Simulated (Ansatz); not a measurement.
(110) slab cut from the bulk of ScAl$_{3}$, Pm-3m (No. 221); the slab's formula is Sc2Al5:

```
CELL_PARAMETERS angstrom
4.10533 0.00000 0.00000
0.00000 5.80581 0.00000
0.00000 0.00000 23.70872
ATOMIC_POSITIONS crystal
Sc 0.00000 0.50000 0.31634
Al 0.00000 0.00000 0.31634
Al 0.50000 0.25000 0.37756
Al 0.50000 0.75000 0.37756
Sc 0.00000 0.00000 0.43878
Al 0.00000 0.50000 0.43878
Al 0.50000 0.75000 0.50000
Al 0.50000 0.25000 0.50000
Sc 0.00000 0.50000 0.56122
Al 0.00000 0.00000 0.56122
Al 0.50000 0.25000 0.62244
Al 0.50000 0.75000 0.62244
Sc 0.00000 0.00000 0.68366
Al 0.00000 0.50000 0.68366
```

Level of theory: Ansatz, DFT PBE, scalar-relativistic, plane waves, PAW. Cutoff 420 eV; k points 9×6×1 on the computed 14-atom cell (Γ-centred); Gaussian smearing, width 0.10 eV; no spin polarisation. A dipole correction removes the field between periodic images along c.

Q: What forces act on the atoms?

A:
```csv
atom,Fx (eV/Å),Fy (eV/Å),Fz (eV/Å)
Sc1,0.000,0.000,0.209
Al2,0.000,0.000,-0.060
Al3,0.000,0.046,-0.366
Al4,0.000,-0.046,-0.366
Sc5,0.000,0.000,0.411
Al6,0.000,0.000,0.053
Al7,0.000,0.000,0.000
Al8,0.000,0.000,0.000
Sc9,0.000,0.000,-0.411
Al10,0.000,0.000,-0.053
Al11,0.000,-0.046,0.366
Al12,0.000,0.046,0.366
Sc13,0.000,0.000,-0.209
Al14,0.000,0.000,0.060
```

Cost: 1 run of about 1.3 core-minutes, on Arm Neoverse V2 (shared hosts).